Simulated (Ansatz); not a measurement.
The system is NaH.

```
Na H
1.0
     0.00000    2.44000    2.44000
     2.44000    0.00000    2.44000
     2.44000    2.44000    0.00000
Na H
1 1
Direct
  0.00000 0.00000 0.00000
  0.50000 0.50000 0.50000
```

Base run:

- Program: Ansatz 0.2.0
- Functional: LDA
- Potentials or basis: all-electron LAPW, scalar-relativistic
- Cutoff: 151 eV (chosen from the basis error)
- Basis error allowed: 0.001 eV/atom
- k mesh: 9 × 9 × 9
- Occupations: fermi-dirac, width 0.05 eV
- Spin: no spin polarisation

Its results: pressure -2.6 GPa.

The run is repeated on the same cell with these changes: functional from LDA to PBEsol. What comes out?

Pressure -1.2 GPa.

PBEsol binds less tightly than LDA, so the same cell stands under more pressure.
